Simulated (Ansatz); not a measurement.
**P: relaxation of cell and atoms with RPBE**

P:

```
P
1.0
     1.72573    0.99635    3.12968
    -1.72573    0.99635    3.12968
     0.00000   -1.99270    3.12968
P
2
Cartesian
  0.0000 0.0000 7.2570
  0.0000 0.0000 2.1321
```

This isn't the form of P at room conditions, which is orthorhombic.

| Quantity | Value |
| --- | --- |
| Program | Ansatz 0.2.0 |
| Task | relaxation of cell and atoms |
| Functional | RPBE |
| Potentials or basis | Ansatz PAW polarizable |
| Cutoff | 420 eV |
| Density cutoff | 1680 eV |
| k mesh | 9 × 9 × 9 |
| Occupations | methfessel-paxton, width 0.1 eV |
| Spin | collinear spin, antiferromagnetic start |
| Starting moments | [0.5, -0.5] μB |
| Driver | chain |

```yaml
Relaxed_volume: 16.77 Å³/atom
Relaxed_cell: a = 3.748 Å, b = 3.748 Å, c = 3.748 Å, α = 55.72°, β = 55.72°, γ = 55.72°
Space_group_after_relaxing_to_0.05_Å: R-3m (No. 166)
Energy_gained_by_relaxing: 7.4 meV/atom
Ionic_steps: 6
Pressure_after_relaxing: 0.0 GPa
Net_moment: 0.00 μB per cell
Absolute_moment: 0.00 μB per cell
```

The path:
| step | energy change (eV) | largest force (eV/Å) | volume (Å³) |
| --- | --- | --- | --- |
| 1 | 0.0000 | 0.2501 | 32.29 |
| 2 | -0.0122 | 0.1570 | 33.08 |
| 3 | -0.0146 | 0.0142 | 33.61 |
| 4 | -0.0146 | 0.0026 | 33.56 |
| 5 | -0.0146 | 0.0007 | 33.54 |
| 6 | -0.0149 | 0.0006 | 33.54 |

Final structure:
```
P
1.0
     1.75173    1.01136    3.15569
    -1.75173    1.01136    3.15569
     0.00000   -2.02272    3.15569
P
2
Cartesian
  0.0000 0.0000 7.3177
  0.0000 0.0000 2.1494
```

Run time: 17 s on 2 threads of Arm Neoverse V2 (shared host), peak memory 0.48 GiB.

Caveat: the potentials were made for another functional, which shifts forces and pressure; the starting moments weren't kept.
